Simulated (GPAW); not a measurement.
# Ru (P6_3/mmc) in GPAW: settings compared

Aim: see how the results for Ru move with the level of theory and the settings. Levels: PBEsol, M06-L, PBEint, PBE. Tasks: relaxation of cell and atoms, single point.

Everything below comes from runs of GPAW 26.7.0. Logs are shortened: lines on timing, memory, paths and dates and some standing lists are left out, and cuts for length are marked. The log counts tension as positive stress, the text compression.

### Step 1. The crystal as given

Symmetry: P6_3/mmc, No. 194, hexagonal system. Conventional cell: a = 2.706 Å, b = 2.706 Å, c = 4.282 Å, α = 90.00°, β = 90.00°, γ = 120.00°. Ru (site symmetry -6m2) has 12 Ru at 2.65 to 2.71 Å as nearest neighbours.

### Step 2. Relaxation of cell and atoms, PBEsol, target pressure 30 GPa, at which the enthalpy is minimised

run.py

```python
from ase import Atoms
from ase.filters import FrechetCellFilter
from ase.io import write
from ase.optimize import BFGS
from ase.units import GPa
from gpaw import GPAW, PW, setup_paths

setup_paths.insert(0, '.')

atoms = Atoms(['Ru', 'Ru'],
              cell=[[2.7058, 0.0, 0.0],
                    [-1.3529, 2.3432915376, 0.0],
                    [0.0, 0.0, 4.2819]],
              scaled_positions=[[0.6666666667, 0.3333333333, 0.75],
                                [0.3333333333, 0.6666666667, 0.25]],
              pbc=True)

calc = GPAW(mode=PW(600),
            xc='PBEsol',
            kpts={'size': (8, 8, 5), 'gamma': True},
            occupations={'name': 'fermi-dirac', 'width': 0.05},
            nbands=29,
            convergence={'density': 1e-05, 'forces': 0.0001},
            maxiter=150,
            txt='gpaw.txt')
atoms.calc = calc
opt = BFGS(FrechetCellFilter(atoms, scalar_pressure=30 * GPa), trajectory='relax.traj', logfile='-')
done = opt.run(fmax=0.02, steps=60)
calc.write('gs.gpw')
write('result.traj', atoms)
print('Converged:', done)
print('Cell:', atoms.cell.cellpar().round(4))
print('Volume:', round(atoms.get_volume(), 4))
print(atoms.get_scaled_positions().round(5))
```

Potentials or basis: PAW data sets generated in the run's folder for this functional, pw.

On the command line:

```
$ gpaw-setup -f PBEsol Ru
$ OMP_NUM_THREADS=1 python run.py
```

gpaw.txt:

```text
__  _  _
 | _ |_)|_||  |
 |__||  | ||/\| - 26.7.0

Input parameters:
  mode=PW(ecut=600.0),
  convergence={'density': 1e-05, 'forces': 0.0001},
  kpts=MonkhorstPack(size=(8, 8, 5), gamma=True),
  maxiter=150,
  nbands=29,
  occupations=Occupations(name='fermi-dirac', width=0.05),
  xc=XC(name='PBEsol')

Diagonalizing LCAO Hamiltonian
Converting LCAO to pw mode

          Ru

        Ru

Atoms  # Å, Bohr magnetons
|   | symbol |         x |        y |        z |    initial magnetic moments |
|---|--------|-----------|----------|----------|-----------------------------|
| 0 |     Ru |  1.352900 | 0.781097 | 3.211425 | ( 0.0000,  0.0000,  0.0000) |
| 1 |     Ru | -0.000000 | 1.562194 | 1.070475 | ( 0.0000,  0.0000,  0.0000) |

Unit cell  # Å
| periodic |         x |        y |        z |  lengths |     angles |
|----------|-----------|----------|----------|----------|------------|
|      yes |  2.705800 | 0.000000 | 0.000000 | 2.705800 |  90.000000 |
|      yes | -1.352900 | 2.343292 | 0.000000 | 2.705800 |  90.000000 |
|      yes |  0.000000 | 0.000000 | 4.281900 | 4.281900 | 120.000000 |

Number of symmetries: 12
Symmetry operations  # r_c * U_cc + t_c -> r_c
|    | kind |            matrix            |
|----|------|------------------------------|
|  0 |  σ   |  1, 1, 0,  0,-1, 0,  0, 0, 1 |
|  1 |  S6  |  1, 1, 0, -1, 0, 0,  0, 0,-1 |
|  2 |  E   |  1, 0, 0,  0, 1, 0,  0, 0, 1 |
|  3 |  C2  |  1, 0, 0, -1,-1, 0,  0, 0,-1 |
|  4 |  C2  |  0, 1, 0,  1, 0, 0,  0, 0,-1 |
|  5 |  C3  |  0, 1, 0, -1,-1, 0,  0, 0, 1 |
|  6 |  S6  |  0,-1, 0,  1, 1, 0,  0, 0,-1 |
|  7 |  σ   |  0,-1, 0, -1, 0, 0,  0, 0, 1 |
|  8 |  σ   | -1, 0, 0,  1, 1, 0,  0, 0, 1 |
|  9 |  i   | -1, 0, 0,  0,-1, 0,  0, 0,-1 |
| 10 |  C3  | -1,-1, 0,  1, 0, 0,  0, 0, 1 |
| 11 |  C2  | -1,-1, 0,  0, 1, 0,  0, 0,-1 |
[... 184 lines left out ...]
          Ru

        Ru

Atoms  # Å, Bohr magnetons
|   | symbol |         x |        y |        z |    initial magnetic moments |
|---|--------|-----------|----------|----------|-----------------------------|
| 0 |     Ru |  1.322873 | 0.763761 | 3.138008 | ( 0.0000,  0.0000,  0.0000) |
| 1 |     Ru | -0.000000 | 1.527522 | 1.046003 | ( 0.0000,  0.0000,  0.0000) |

Unit cell  # Å
| periodic |         x |        y |        z |  lengths |     angles |
|----------|-----------|----------|----------|----------|------------|
|      yes |  2.645746 | 0.000000 | 0.000000 | 2.645746 |  90.000000 |
|      yes | -1.322873 | 2.291283 | 0.000000 | 2.645746 |  90.000000 |
|      yes | -0.000000 | 0.000000 | 4.184012 | 4.184012 | 120.000000 |

Number of symmetries: 12
Symmetry operations  # r_c * U_cc + t_c -> r_c
|    | kind |            matrix            |
|----|------|------------------------------|
|  0 |  σ   |  1, 1, 0,  0,-1, 0,  0, 0, 1 |
|  1 |  S6  |  1, 1, 0, -1, 0, 0,  0, 0,-1 |
|  2 |  E   |  1, 0, 0,  0, 1, 0,  0, 0, 1 |
|  3 |  C2  |  1, 0, 0, -1,-1, 0,  0, 0,-1 |
|  4 |  C2  |  0, 1, 0,  1, 0, 0,  0, 0,-1 |
|  5 |  C3  |  0, 1, 0, -1,-1, 0,  0, 0, 1 |
|  6 |  S6  |  0,-1, 0,  1, 1, 0,  0, 0,-1 |
|  7 |  σ   |  0,-1, 0, -1, 0, 0,  0, 0, 1 |
|  8 |  σ   | -1, 0, 0,  1, 1, 0,  0, 0, 1 |
|  9 |  i   | -1, 0, 0,  0,-1, 0,  0, 0,-1 |
| 10 |  C3  | -1,-1, 0,  1, 0, 0,  0, 0, 1 |
| 11 |  C2  | -1,-1, 0,  0, 1, 0,  0, 0,-1 |
[... 110 lines left out ...]
SCF iterations
|iter     | |      energy | eigst |  dens |force |
|---------|-|-------------|-------|-------|------|
|iter:   1| |  -21.127280 | -1.00 |       |      |
|iter:   2| |  -21.045162 | -3.62 | -1.40 |      |
|iter:   3| |  -20.765296 | -2.33 | -1.46 |      |
|iter:   4| |  -20.777030 | -4.14 | -2.44 |      |
|iter:   5| |  -20.782708 | -4.23 | -2.64 |      |
|iter:   6| |  -20.782748c| -6.78 | -3.67 |      |
|iter:   7| |  -20.782754c| -6.99 | -3.84 |      |
|iter:   8| |  -20.782754c| -8.41c| -5.16c|      |
|iter:   9| |  -20.782754c| -8.65c| -5.51c|-3.73 |
|iter:  10| |  -20.782754c| -9.82c| -6.53c|-3.82 |
|iter:  11| |  -20.782754c|-10.87c| -6.97c|-4.41c|

Converged in 11 steps
Energy contributions relative to reference atoms: (reference = -246364.077492)

Energy contributions:
  Kinetic:           4.583667
  Coulomb:          -9.567134
  Zero:             -0.473350
  External:          0.000000
  Xc:              -15.321411
  Entropy:          -0.009050
  Spinorbit:         0.000000
  ----------------------------
  Free energy:     -20.787279
  Extrapolated:    -20.782754

dipole moment: (0.000000, 0.000000, 0.000001)  # |e|*Ang

Fermi level: 14.619
Eigenvalues  # (at kpt = [0.000, 0.000, 0.000])
| band index |      eig [eV] | occ [0-2] |
|------------|---------------|-----------|
|          0 |       -58.576 |     2.000 |
|        ... |               |           |
|          9 |         7.889 |     2.000 |
|         10 |        11.746 |     2.000 |
|         11 |        11.746 |     2.000 |
|         12 |        11.949 |     2.000 |
|         13 |        12.509 |     2.000 |
|         14 |        12.509 |     2.000 |
[... 174 lines left out ...]
SCF iterations
|iter     | |      energy | eigst |  dens |force |
|---------|-|-------------|-------|-------|------|
|iter:   1| |  -20.731587 | -1.63 |       |      |
|iter:   2| |  -20.714844 | -4.31 | -1.75 |      |
|iter:   3| |  -20.658875 | -3.07 | -1.80 |      |
|iter:   4| |  -20.661411 | -4.83 | -2.77 |      |
|iter:   5| |  -20.662641c| -4.90 | -2.98 |      |
|iter:   6| |  -20.662649c| -7.39 | -3.90 |      |
|iter:   7| |  -20.662650c| -7.62c| -4.16 |      |
|iter:   8| |  -20.662650c| -8.91c| -5.41c|      |
|iter:   9| |  -20.662650c| -9.54c| -5.95c|-3.89 |
|iter:  10| |  -20.662650c|-10.46c| -6.86c|-4.12c|

Converged in 10 steps
Energy contributions relative to reference atoms: (reference = -246364.077492)

Energy contributions:
  Kinetic:          12.790955
  Coulomb:         -16.202601
  Zero:             -0.528427
  External:          0.000000
  Xc:              -16.718104
  Entropy:          -0.008945
  Spinorbit:         0.000000
  ----------------------------
  Free energy:     -20.667123
  Extrapolated:    -20.662650

dipole moment: (0.000000, 0.000000, 0.000001)  # |e|*Ang

Fermi level: 15.266
Eigenvalues  # (at kpt = [0.000, 0.000, 0.000])
| band index |      eig [eV] | occ [0-2] |
|------------|---------------|-----------|
|          0 |       -58.014 |     2.000 |
|        ... |               |           |
|          9 |         8.260 |     2.000 |
|         10 |        12.241 |     2.000 |
|         11 |        12.241 |     2.000 |
|         12 |        12.452 |     2.000 |
|         13 |        13.043 |     2.000 |
|         14 |        13.043 |     2.000 |
[... 13 lines left out ...]
No gap
No difference between direct/indirect transitions

Stress tensor  # eV/Ang^3
|         x |         y |         z |
|-----------|-----------|-----------|
| -0.194953 | -0.000000 |  0.000000 |
| -0.000000 | -0.194953 |  0.000000 |
|  0.000000 |  0.000000 | -0.201928 |

Forces  # eV/Ang
|        x |        y |        z |
|----------|----------|----------|
|  0.00000 | -0.00000 | -0.00000 |  # Ru   0
| -0.00000 |  0.00000 |  0.00000 |  # Ru   1

Interpolating wave functions to new cell

          Ru

        Ru

Atoms  # Å, Bohr magnetons
|   | symbol |         x |        y |        z |    initial magnetic moments |
|---|--------|-----------|----------|----------|-----------------------------|
| 0 |     Ru |  1.310173 | 0.756429 | 3.111108 | ( 0.0000,  0.0000,  0.0000) |
| 1 |     Ru | -0.000000 | 1.512858 | 1.037036 | ( 0.0000,  0.0000,  0.0000) |

Unit cell  # Å
| periodic |         x |         y |         z |  lengths |     angles |
|----------|-----------|-----------|-----------|----------|------------|
|      yes |  2.620346 |  0.000000 | -0.000000 | 2.620346 |  90.000000 |
|      yes | -1.310173 |  2.269286 | -0.000000 | 2.620346 |  90.000000 |
|      yes | -0.000000 | -0.000000 |  4.148144 | 4.148144 | 120.000000 |
[... 334 lines left out ...]
convergence criteria:
- Maximum integral of absolute [dens]ity change: 1e-05 electrons / valence electron
- Maximum change in the atomic [forces] across last 2 cycles: 0.0001 eV/Ang OR
Maximum error relative to the maximum force is below inf
- Maximum [total energy] change in last 3 cyles: 0.0005 eV / valence electron
- Maximum integral of absolute [eigenst]ate change: 4e-08 eV^2 / valence electron
maximum number of iterations: 150

SCF iterations
|iter     | |      energy | eigst |  dens |force |
|---------|-|-------------|-------|-------|------|
|iter:   1| |  -20.678940 | -4.53 |       |      |
|iter:   2| |  -20.678939 | -7.93c| -3.83 |      |
|iter:   3| |  -20.678935c| -7.04 | -3.86 |      |
|iter:   4| |  -20.678935c| -7.63c| -4.54 |      |
|iter:   5| |  -20.678935c| -8.52c| -5.08c|      |
|iter:   6| |  -20.678935c| -9.49c| -5.94c|-5.22c|

Converged in 6 steps
Energy contributions relative to reference atoms: (reference = -246364.077492)

Energy contributions:
  Kinetic:          11.855834
  Coulomb:         -15.447080
  Zero:             -0.521829
  External:          0.000000
  Xc:              -16.561356
  Entropy:          -0.009007
  Spinorbit:         0.000000
  ----------------------------
  Free energy:     -20.683438
  Extrapolated:    -20.678935
[... 28 lines left out ...]
No gap
No difference between direct/indirect transitions

Stress tensor  # eV/Ang^3
|         x |         y |         z |
|-----------|-----------|-----------|
| -0.186056 | -0.000000 |  0.000000 |
| -0.000000 | -0.186056 | -0.000000 |
|  0.000000 | -0.000000 | -0.188771 |

Forces  # eV/Ang
|       x |        y |        z |
|---------|----------|----------|
| 0.00000 |  0.00000 |  0.00000 |  # Ru   0
| 0.00000 | -0.00000 | -0.00000 |  # Ru   1

# Writing to gs.gpw (mode='')
```

It took 64 s on 1 thread of Arm Neoverse V2, shared host; peak memory 0.21 GiB.

What came out:

```
Free energy                                            : -20.6834 eV
Relaxed volume                                         : 12.33 Å³/atom
Relaxed cell                                           : a = 2.620 Å, b = 2.620 Å, c = 4.149 Å, α = 90.00°, β = 90.00°, γ = 120.00°
Space group after relaxing (to 0.05 Å)                 : P6_3/mmc (No. 194)
Energy change on relaxing (the enthalpy is what falls) : +76.8 meV/atom
Ionic steps                                            : 5
Pressure after relaxing                                : 30.0 GPa
Band gap on the k mesh                                 : none (metal or under the smearing width)
```

The path:
| step | energy change (eV) | largest force (eV/Å) | pressure (GPa) | volume (Å³) |
| --- | --- | --- | --- | --- |
| 1 | 0.0000 | 0.0000 | -7.46 | 27.15 |
| 2 | 0.0498 | 0.0000 | 17.37 | 25.36 |
| 3 | 0.1699 | 0.0000 | 31.61 | 24.58 |
| 4 | 0.1536 | 0.0000 | 29.96 | 24.67 |
| 5 | 0.1536 | 0.0000 | 29.95 | 24.67 |

Final structure:
```
CELL_PARAMETERS angstrom
2.61998 0.00000 0.00000
-1.30999 2.26897 0.00000
0.00000 0.00000 4.14925
ATOMIC_POSITIONS crystal
Ru 0.66667 0.33333 0.75000
Ru 0.33333 0.66667 0.25000
```

Caveat: later steps reuse the first step's grids.

(Continued in part 2 of 3.)
